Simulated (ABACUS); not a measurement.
# Ca (Im-3m) in ABACUS: single point with PBE

Aim: the single point of Ca with PBE.

Everything below comes from runs of ABACUS 3.10.1. Logs are shortened: lines on timing, memory, paths and dates and some standing lists are left out, and cuts for length are marked.

## (1) The crystal as given

Symmetry: Im-3m, No. 229, cubic system. The conventional cell has a = 4.480 Å, b = 4.480 Å, c = 4.480 Å, α = 90.00°, β = 90.00°, γ = 90.00°. Ca (site symmetry m-3m) has 8 Ca at 3.88 Å as nearest neighbours.

This isn't the form of Ca at room conditions, which is fcc.

## (2) Single point, PBE

The input, INPUT:

```
INPUT_PARAMETERS
suffix              Ca
calculation         scf
basis_type          lcao
pseudo_dir          ./
orbital_dir         ./
symmetry            1
dft_functional      pbe
ecutwfc             100
pseudo_rcut         10
nspin               1
nbands              9
ks_solver           genelpa
smearing_method     fd
smearing_sigma      0.00367493
scf_thr             1e-07
scf_nmax            100
mixing_type         broyden
mixing_beta         0.7
cal_force           1
cal_stress          1
out_mul             1
```

The input, STRU:

```
ATOMIC_SPECIES
Ca 40.0780 Ca.upf

NUMERICAL_ORBITAL
Ca_confined-atom_9au_4s3p3d1f.orb

LATTICE_CONSTANT
1.8897261246

LATTICE_VECTORS
-2.2400000000 2.2400000000 2.2400000000
2.2400000000 -2.2400000000 2.2400000000
2.2400000000 2.2400000000 -2.2400000000

ATOMIC_POSITIONS
Direct

Ca
0.0
1
0.0000000000 0.0000000000 0.0000000000 1 1 1
```

The input, KPT:

```
K_POINTS
0
Gamma
8 8 8 0 0 0
```

Potentials or basis: PseudoDojo NC SR 0.4.1 PBE standard, TZDP LCAO (the cutoffs set its grid).

Command:

```
$ OMP_NUM_THREADS=1 mpirun -np 4 abacus > log
```

running log:

```text
ABACUS v3.10.1

               Atomic-orbital Based Ab-initio Computation at UStc

 ------------------------------------------------------------------------------------

 READING GENERAL INFORMATION
                           global_out_dir = OUT.Ca/
                           global_in_card = INPUT
                               pseudo_dir = ./
                              orbital_dir = ./
                                    DSIZE = 4
                                    GSIZE = 1

 READING UNITCELL INFORMATION
                                    ntype = 1
                  lattice constant (Bohr) = 1.88973
              lattice constant (Angstrom) = 1

 READING ATOM TYPE 1
                               atom label = Ca
                      L=0, number of zeta = 4
                      L=1, number of zeta = 3
                      L=2, number of zeta = 3
                      L=3, number of zeta = 1
             number of atom for this type = 1

                        TOTAL ATOM NUMBER = 1
DIRECT COORDINATES
    atom                   x                   y                   z     mag                  vx                  vy                  vz
taud_Ca1            0.0000000000        0.0000000000        0.0000000000  0.0000        0.0000000000        0.0000000000        0.0000000000

                          Volume (Bohr^3) = 303.39
                             Volume (A^3) = 44.9576

 Lattice vectors: (Cartesian coordinate: in unit of a_0)
                -2.24               +2.24               +2.24
                +2.24               -2.24               +2.24
                +2.24               +2.24               -2.24
 Reciprocal vectors: (Cartesian coordinate: in unit of 2 pi/a_0)
                   +0           +0.223214           +0.223214
            +0.223214                  +0           +0.223214
            +0.223214           +0.223214                  +0
 The esolver type has been set to : ksdft_lcao

                PAO radial cut off (Bohr) = 10

 Read in pseudopotential file is Ca.upf
                     pseudopotential type = NC
          exchange-correlation functional = PBE
                 nonlocal core correction = 1
                        valence electrons = 10
                                     lmax = 2
                           number of zeta = 3
                     number of projectors = 6
                           L of projector = 0
                           L of projector = 0
                           L of projector = 1
                           L of projector = 1
                           L of projector = 2
                           L of projector = 2
     initial pseudo atomic orbital number = 5

 SETUP THE ELECTRONS NUMBER
            electron number of element Ca = 10
      total electron number of element Ca = 10
            AUTOSET number of electrons:  = 10
                           occupied bands = 5
                                   NLOCAL = 35
                                   NBANDS = 9
                                   NBANDS = 9
                                   NLOCAL = 35

%%%%%%%%%%%%%%%%%%%%%%%%%%%%%%%%%%%%%%%%%%%%%%%%%%%%%%%%%%%%%%%%%%%%%%%%%%%%%%%%%%%%%%%%%%%%%%%%%%%%%%%%%%
 Warning: the number of valence electrons in pseudopotential > 2 for Ca: [Ar] 4s2
 Pseudopotentials with additional electrons can yield (more) accurate outcomes, but may be less efficient.
 If you're confident that your chosen pseudopotential is appropriate, you can safely ignore this warning.
%%%%%%%%%%%%%%%%%%%%%%%%%%%%%%%%%%%%%%%%%%%%%%%%%%%%%%%%%%%%%%%%%%%%%%%%%%%%%%%%%%%%%%%%%%%%%%%%%%%%%%%%%%

 SETUP THE PLANE WAVE BASIS
 energy cutoff for charge/potential (unit:Ry) = 400
            fft grid for charge/potential = [ 48, 48, 48 ]
                        fft grid division = [ 4, 4, 4 ]
        big fft grid for charge/potential = [ 12, 12, 12 ]
                                     nbxx = 432
                                     nrxx = 27648

 SETUP PLANE WAVES FOR CHARGE/POTENTIAL
                    number of plane waves = 41091
                         number of sticks = 1621

 PARALLEL PW FOR CHARGE/POTENTIAL
     PROC   COLUMNS(POT)             PW
        1            405          10273
        2            405          10273
        3            406          10273
        4            405          10272
 --------------- sum -------------------
[... 45 lines left out ...]
                       right hand lattice = 1
(for reciprocal lattice: )
                             BRAVAIS TYPE = 3
                     BRAVAIS LATTICE NAME = 03. Cubic F (face-centered)
                                    ibrav = 3
                       right hand lattice = 1
(for k-lattice: )
                             BRAVAIS TYPE = 3
                     BRAVAIS LATTICE NAME = 03. Cubic F (face-centered)
                                    ibrav = 3
                       right hand lattice = 1
                        ROTATION MATRICES = 48
                               nkstot_ibz = 29
K-POINTS REDUCTION ACCORDING TO SYMMETRY
     IBZ    DIRECT_X    DIRECT_Y    DIRECT_Z  WEIGHT  ibz2bz
       1  0.00000000  0.00000000  0.00000000  0.0020       0
       2 -0.12500000  0.12500000  0.00000000  0.0234       1
       3 -0.25000000  0.25000000  0.00000000  0.0234       2
       4 -0.37500000  0.37500000  0.00000000  0.0234       3
       5  0.50000000  0.50000000  0.00000000  0.0117       4
       6 -0.25000000  0.12500000  0.12500000  0.0469       9
[... 21 lines left out ...]
      28  0.50000000  0.50000000  0.37500000  0.0234     228
      29  0.50000000  0.50000000  0.50000000  0.0020     292

                               nkstot now = 29
[... K-POINTS DIRECT COORDINATES: 29 rows ...]

           k-point number in this process = 29
       minimum distributed K point number = 29
[... stars of the k points ...]

[... K-POINTS CARTESIAN COORDINATES: 29 rows ...]

[... K-POINTS DIRECT COORDINATES: 29 rows ...]

 SETUP PLANE WAVES FOR WAVE FUNCTIONS
     energy cutoff for wavefunc (unit:Ry) = 100
              fft grid for wave functions = [ 48, 48, 48 ]
                    number of plane waves = 7395
                         number of sticks = 523

 PARALLEL PW FOR WAVE FUNCTIONS
     PROC   COLUMNS(POT)             PW
        1            130           1848
        2            131           1849
        3            131           1849
        4            131           1849
 --------------- sum -------------------
        4            523           7395

 SET NONLOCAL PSEUDOPOTENTIAL PROJECTORS
 max number of nonlocal projetors among all species is 6

 -------------------------------------------
 SELF-CONSISTENT
 -------------------------------------------

 SETUP SEARCHING RADIUS FOR PROGRAM TO SEARCH ADJACENT ATOMS
                  longest orb rcut (Bohr) = 9
   longest nonlocal projector rcut (Bohr) = 1.9
                     search radius (Bohr) = 21.8
              searching radius is (Bohr)) = 21.8
         searching radius unit is (Bohr)) = 1.89
                         PeriodicBoundary = 1
                        Radius(unit:lat0) = 11.5
                                   glayer = [ 5, 5, 5 ]
                             glayer_minus = [ 4, 4, 4 ]

Find the coordinate range of the input atom(unit:lat0).
                                  min_tau = [ -26.9, -26.9, -26.9 ]
                                  max_tau = [ 26.9, 26.9, 26.9 ]
                                BoxNumber = [ 9, 9, 9 ]

 SETUP EXTENDED REAL SPACE GRID FOR GRID INTEGRATION
                          real space grid = [ 48, 48, 48 ]
                 big cell numbers in grid = [ 12, 12, 12 ]
             meshcell numbers in big cell = [ 4, 4, 4 ]
                        extended fft grid = [ 19, 19, 19 ]
                dimension of extened grid = [ 51, 51, 51 ]
                            UnitCellTotal = 125
              Atom number in sub-FFT-grid = 1
    Local orbitals number in sub-FFT-grid = 35
                                ParaV.nnr = 21060
                                 init_chg = atomic

 LCAO ALGORITHM --------------- ION=   1  ELEC=   1--------------------------------

 Density error is 0.0238102385864
----------------------------------------------------------
     Energy           Rydberg                 eV
----------------------------------------------------------
 E_KohnSham     -77.4214301381       -1053.3725971876
 E_Harris       -77.3011023905       -1051.7354541922
 E_Fermi        0.3383606521         4.6036328472
----------------------------------------------------------
[... 69 lines left out ...]
 Density error is 1.59196786022e-08
----------------------------------------------------------
     Energy           Rydberg                 eV
----------------------------------------------------------
 E_KohnSham     -77.4216333897       -1053.3753625672
 E_KS(sigma->0) -77.4211485407       -1053.3687658581
 E_Harris       -77.4216332752       -1053.3753610090
 E_band         -13.2115530273       -179.7524006003
 E_one_elec     -40.2636157414       -547.8145961657
 E_Hartree      20.3942305956        277.4777424264
 E_xc           -14.5646846472       -198.1627007752
 E_Ewald        -42.9865938987       -584.8626146345
 E_entropy(-TS) -0.0009696980        -0.0131934183
 E_descf        0.0000000000         0.0000000000
 E_exx          0.0000000000         0.0000000000
 E_Fermi        0.3393670520         4.6173256204
----------------------------------------------------------

 charge density convergence is achieved
 final etot is -1053.3753626 eV
 EFERMI = 4.6173256204 eV

 STATE ENERGY(eV) AND OCCUPATIONS    NSPIN == 1
 1/29 kpoint (Cartesian) = 0.0000 0.0000 0.0000 (1279 pws)
       1       -37.5701     0.00390625
       2       -18.4897     0.00390625
       3       -18.4897     0.00390625
       4       -18.4897     0.00390625
       5       0.688129     0.00390625
       6        6.85451    1.44474e-22
       7        6.85451    1.44474e-22
       8        6.85451    1.44474e-22
       9        7.84700    3.46056e-31
[... 45 lines left out ...]
 6/29 kpoint (Cartesian) = 0.055804 -0.027902 -0.027902 (1276 pws)
       1       -37.5657      0.0937500
       2       -18.5333      0.0937500
       3       -18.5016      0.0937500
       4       -18.4936      0.0937500
       5        1.46558      0.0937500
       6        6.38666    4.01571e-17
       7        6.45207    1.08529e-17
       8        7.42395    3.92571e-26
       9        7.56149    2.50758e-27

[... levels at 23 further k points ...]

 correction force for each atom along direction 1 is -4.10510e-14
 correction force for each atom along direction 2 is -1.08851e-13
 correction force for each atom along direction 3 is -5.33370e-14
------------------------------------------------------------------------------------------
 TOTAL-FORCE (eV/Angstrom)
------------------------------------------------------------------------------------------
                       Ca1         0.0000000000         0.0000000000         0.0000000000
------------------------------------------------------------------------------------------

----------------------------------------------------------------
 TOTAL-STRESS (KBAR)
----------------------------------------------------------------
        -9.3953746254        -0.0000000000         0.0000000000
        -0.0000000000        -9.3953746254         0.0000000000
        -0.0000000000         0.0000000000        -9.3953746254
----------------------------------------------------------------
 TOTAL-PRESSURE: -9.395375 KBAR

 --------------------------------------------
 !FINAL_ETOT_IS -1053.3753625672104590 eV
 --------------------------------------------
```

Wall time 7.4 s (4 MPI ranks of Intel Xeon at 2.60GHz (Ice Lake), shared host); peak memory 0.44 GiB.

Results:

```yaml
Free_energy: -1053.3754 eV
Pressure: -0.9 GPa
Band_gap_on_the_k_mesh: none (metal or under the smearing width)
```

Caveat: the atomic orbitals were generated for these runs and aren't a published set; the cell was measured hot, at 740 K; the basis of atomic orbitals isn't converged, which shifts pressures, moduli and gaps.
